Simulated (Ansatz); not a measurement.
Free-standing chains of the atoms of LiF, named by their start (strip: triangular double chain, ladder: square double chain); atoms and period are relaxed, and energies count from relaxed bulk LiF (Fm-3m, 8.41 Å³/atom, gap on the mesh 8.84 eV).

All numbers below come from DFT PBE, scalar-relativistic, plane waves, PAW (Ansatz).

Cutoff 420 eV, Gaussian smearing of 0.05 eV, energies at zero smearing, symmetry of each start kept, collinear spin where a moment is listed.

| start | atoms | k mesh | excess energy (eV per host atom) | period (Å) | gap on the mesh (eV) | highest filled level or Fermi level under vacuum (eV) |
| --- | --- | --- | --- | --- | --- | --- |
| linear chain | 2 | 1×1×18 | 0.384 | 3.409 | 6.51 | 7.60 |
| dimerised chain | 2 | 1×1×18 | 0.384 | 3.407 | 6.52 | 7.61 |
| zigzag chain | 2 | 1×1×20 | 0.384 | 3.406 | 6.55 | 7.61 |
| ladder chain | 4 | 1×1×18 | 0.248 | 3.542 | 6.65 | - |
| strip chain* | 2 | 1×1×33 | 0.384 | 3.405 | 6.57 | 7.61 |

Zero in every row: size of the moment (μB per cell).

* ends far from its start.

An odd mesh misses points on the zone edge, so a gap read on it can be too wide.

Each run keeps its start's symmetry and one magnetic start, so lower states can exist. Rows stand on unlike meshes and boxes, so starts that end alike can differ by a few hundredths of an eV per atom.

Cost: 5 runs of about 11 core-minutes in all, on Arm Neoverse V1 (shared hosts).